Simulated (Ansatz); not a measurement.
## Al: rattling a relaxed structure

The cell was found from a structure generator's guess, not taken from experiment.

Level of theory: Ansatz 0.2.0, DFT PBE, scalar-relativistic, plane waves, PAW. Settings: cutoff 420 eV, Γ-centred mesh 22×22×20 on the computed 1-atom cell, Gaussian smearing of 0.10 eV; no spin polarisation.

The cell below (1 atom, space group P6/mmm (No. 191)) is relaxed within its symmetry.

```
Al
1.0
     1.39100   -2.40663    0.00000
     1.39100    2.40663    0.00000
     0.00000    0.00000    2.80407
Al
1
Direct
  0.00000 0.00000 0.50000
```

For the test a repeat of it with 4 atoms (edges 2.80, 5.56, 5.56 Å) was strained at random (σ = 1.5 % a component), the atoms were moved at random (σ = 0.10 Å), and all was relaxed again on a coarse 8×4×4 mesh (in the run’s order of axes) with 0.20 eV smearing, with no symmetry imposed.

**Question.** Is the structure stable against such a distortion?

**Answer.** It doesn't return. The energy falls by 234 meV/atom on that mesh, the volume changes by -12.0 %, and the end has space group Fm-3m (No. 225) at a loose tolerance. Relaxed again on a 26×26×26 mesh with 0.10 eV smearing, the new structure lies 220 meV/atom below the first (mesh in the axes of the run's cell; the cell below is made exact in the group named). Space group Fm-3m (No. 225), cubic, a = 4.041 Å. Around Al lie 12 Al at 2.86 Å.

```
CELL_PARAMETERS angstrom
0.00000 2.02044 2.02044
2.02044 0.00000 2.02044
2.02044 2.02044 0.00000
ATOMIC_POSITIONS crystal
Al 0.50000 0.50000 0.50000
```
